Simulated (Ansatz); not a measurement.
The geometry is COD entry 1523630, unchecked; take it as a test cell. The listed cell was then made from it by scaling, straining or moving an atom.

An input for TaN: DFT, PBEsol, all-electron PAW with datasets made for the crystal, scalar-relativistic (Ansatz 0.2.0).

Command: `ansatz run input.yaml --threads 1 --pin off --max-ram 4096MiB --backend cpu --events-out ev --progress --plain --runs-dir out` The run took 21 s on 1 thread of Intel(R) Xeon(R) 6975P-C (Granite Rapids), on a shared host, peak memory 0.97 GiB.

```yaml
crystal:
  lattice:
    - [3.0581283054, 0.0, 0.0]
    - [-1.5290641527, 2.6484168005, 0.0]
    - [0.0, 0.0, 4.9343389905]
  atoms:
    - { symbol: Ta, position: [0.0, 0.0, 0.0] }
    - { symbol: Ta, position: [0.0, 0.0, 0.5] }
    - { symbol: "N", position: [0.3333333333, 0.6666666667, 0.25] }
    - { symbol: "N", position: [0.6666666667, 0.3333333333, 0.75] }
kpoints:
  mp_grid: { grid: [11, 11, 6] }
scf:
  occupations: { method: fermi_dirac, width: 0.01 }
hamiltonian:
  xc: pbesol
  pseudopotentials: { kind: all_electron, datasets: crystal }
output:
  forces: true
  stress: true
  eigenvalues: true
  efg: { contact_densities: true }
```

The results part of the log:

```
SCF 1 converged in 10 iterations: F = -851858.164643 eV  dr2 = 6.64e-9
  Residual-converged pass: ⟨swp⟩=3.0  Hψ=4271  notcnv=0  max |occ|·‖R‖ = 6.7e-6 eV (tolerance 6.7e-6 eV)  dr2=6.57e-9  dr2_onsite=2.06e-9  max |Δocc| = 2.6e-10
  greatest PAW one-centre occupation: 0.999 electrons in one spin orbital (limit 2), on the Ta atom at site 1 (counted from 0), in its partial waves of l = 3
SCF converged after 10 iterations
Free energy (F): -851858.164643 eV
Harris-Foulkes:  -851858.164643 eV  (|F-HF|=2.91e-9)
Internal energy: -851858.164061 eV  (E = F + TS)
E sigma→0 (E₀):  -851858.164352 eV
Entropy (-TS):   -0.000582 eV (-0.146 meV/atom)
Past the cutoff: the bands carry plane waves up to 1.75 times it, of which those up to 1.5 times it add -0.000299 eV an atom, each by itself; the spheres take 0.000169 eV an atom off the energy for waves past 1.75 times it
By the cutoff:   a pressure is off by up to 0.007 GPa (1.2 times the spheres' own share and the shells' term, over an atom's volume, and 0.004 GPa: a bound that held against runs at twice the plane waves)
Past the cutoffs: a stress includes 0.0017 GPa for waves and charges beyond them, in addition to the slope of what the spheres take
In the spheres:  the bands' charges fall short by 8.4e-7 e at most (sound up to 1e-3)
Fermi energy:    28.179135 eV
--- Per-component energies (eV) ---
  The terms above E_closure are by the made datasets' own strengths, without shells solved beside the bands.
--- Forces (eV/Å), atoms counted from 1 ---
  atom   1  Ta    -0.00000000     0.00000000    -0.00000000
  atom   2  Ta    -0.00000000     0.00000000     0.00000000
  atom   3  N      0.00000000    -0.00000000     0.00000000
  atom   4  N      0.00000000     0.00000000    -0.00000000
  max |Σ_I F_I| component: 2.78e-17 eV/Å
--- Stress (GPa, compression-positive) ---
       16.743314       0.000000       0.000000
        0.000000      16.743314      -0.000000
        0.000000      -0.000000      94.881990
  P = ⅓ Tr σ = 42.7895 GPa (427.895 kbar)
--- PAW observables at the nuclei: V_zz in 10²¹ V/m², potentials from the cell's mean, atoms counted from 1 ---
  atom   1  Ta V_zz =   -18.948974   η = 0.0000   by run symmetry: allowed
            electrostatic potential = -14500.826075 V   contact ρ = 8140165.906134 e/Å³
  atom   2  Ta V_zz =   -18.948974   η = 0.0000   by run symmetry: allowed
            electrostatic potential = -14500.826075 V   contact ρ = 8140165.906134 e/Å³
  atom   3  N  V_zz =    +0.594973   η = 0.0000   by run symmetry: allowed
            electrostatic potential = -530.606312 V   contact ρ = 1403.993202 e/Å³
  atom   4  N  V_zz =    +0.594973   η = 0.0000   by run symmetry: allowed
            electrostatic potential = -530.606312 V   contact ρ = 1403.993202 e/Å³
--- Band table (eV; the first three rows and the last of 64) ---
  k-point 0: bands = ["-40.7348", "-40.4406", "-8.9742", "-7.1518", "-7.1518", "-6.7842", "-6.7842", "-6.0088", "7.5719", "7.6797", "7.6797", "7.6837", "7.7015", "7.7142", "7.7142", "7.7506", "7.7506", "7.7563", "7.7590", "7.8337", "7.8337", "7.8543", "9.3124", "12.7714", "18.0762", "20.3347", "20.3347", "22.9118", "24.5852", "24.5852", "24.6004", "26.2930", "26.2930", "27.5087", "27.5087", "30.8580", "32.4153", "33.1147", "33.1147"]
  k-point 1: bands = ["-40.7155", "-40.4609", "-8.8022", "-7.1279", "-7.1279", "-6.8096", "-6.8096", "-6.2426", "7.5825", "7.6786", "7.6851", "7.6851", "7.7053", "7.7205", "7.7205", "7.7462", "7.7462", "7.7565", "7.7588", "7.8241", "7.8241", "7.8366", "9.5143", "12.4400", "18.5094", "20.5128", "20.5128", "22.8742", "23.9649", "23.9649", "24.7224", "26.5256", "26.5256", "28.1244", "28.1244", "31.3244", "32.1959", "32.5265", "32.5265"]
  k-point 2: bands = ["-40.6627", "-40.5157", "-8.3170", "-7.0621", "-7.0621", "-6.8783", "-6.8783", "-6.8486", "7.6101", "7.6650", "7.6992", "7.6992", "7.7188", "7.7341", "7.7341", "7.7390", "7.7390", "7.7570", "7.7583", "7.7936", "7.7991", "7.7991", "10.0610", "11.6837", "19.5574", "21.0299", "21.0299", "22.1044", "22.8688", "22.8688", "25.9441", "27.1934", "27.1934", "28.7624", "28.7624", "30.6603", "31.9089", "31.9089", "32.3748"]
  k-point 63: bands = ["-40.5350", "-40.5350", "-7.5973", "-7.5973", "-7.4383", "-7.4383", "-7.4152", "-7.4152", "7.6839", "7.6839", "7.7073", "7.7073", "7.7276", "7.7276", "7.7326", "7.7326", "7.7472", "7.7472", "7.7568", "7.7568", "7.7728", "7.7728", "11.6879", "11.6879", "19.8681", "19.8681", "21.1921", "21.1921", "22.1989", "22.1989", "27.5889", "27.5889", "29.5209", "29.5209", "30.6882", "30.6882", "33.0926", "33.0926", "36.4175"]
```
